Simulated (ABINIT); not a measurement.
The system is Ge.

```
CELL_PARAMETERS angstrom
3.99759 0.00000 0.00000
-1.99879 3.46201 0.00000
0.00000 0.00000 6.59938
ATOMIC_POSITIONS crystal
Ge 0.33333 0.66667 0.93710
Ge 0.66667 0.33333 0.43710
Ge 0.33333 0.66667 0.56290
Ge 0.66667 0.33333 0.06290
```

This isn't the form of Ge at room conditions, which is diamond.

Base run:

| Quantity | Value |
| --- | --- |
| Program | ABINIT 10.8.3 (patched build) |
| Functional | PBE |
| Potentials or basis | SG15 NC PBE v1.2 |
| Cutoff | 599 eV |
| k mesh | 8 × 8 × 4 |
| Occupations | fermi-dirac, width 0.05 eV |
| Spin | no spin polarisation |

Its results: band gap on the k mesh 0.11 eV, direct; pressure 3.2 GPa; largest force 0.037 eV/Å.

Problem. The run is repeated on the same cell with these changes: potentials or basis from SG15 NC PBE v1.2 to JTH PAW PBE v2.0. What comes out?

Solution. Band gap on the k mesh 0.14 eV, direct; pressure 2.5 GPa; largest force 0.015 eV/Å.

A k mesh can miss the band edges.
